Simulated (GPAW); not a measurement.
Sn:

```
Sn
1.0
    -1.89465    1.89465    1.89465
     1.89465   -1.89465    1.89465
     1.89465    1.89465   -1.89465
Sn
1
Cartesian
  0.0000 0.0000 0.0000
```

This isn't the form of Sn at room conditions, which is tetragonal (white tin).

```yaml
Program: GPAW 26.7.0
Task: single point
Functional: PBEsol
Potentials_or_basis: PAW data sets generated in the run's folder for this functional
Cutoff: 600 eV
Basis: pw
k_mesh: 10 × 10 × 10
Occupations: fermi-dirac, width 0.05 eV
Spin: no spin polarisation
```

On this cell: pressure -2.4 GPa; band gap on the k mesh none (metal or under the smearing width).

The same run follows on a disturbed copy (cell strained at random at fixed volume):

```
Sn
1.0
    -1.87793    1.89840    1.91025
     1.89462   -1.86981    1.89834
     1.88740    1.87928   -1.88166
Sn
1
Direct
  0.00960 0.00631 0.99674
```

**Question.** What does the disturbed cell give?

**Answer.** The energy (extrapolated to zero smearing) moves by -0.7 meV/atom; pressure -2.4 GPa; band gap on the k mesh none (metal or under the smearing width).

Stress tensor (GPa, compression positive):
```
-2.55  0.17  0.18
 0.17 -2.60  0.18
 0.18  0.18 -2.07
```
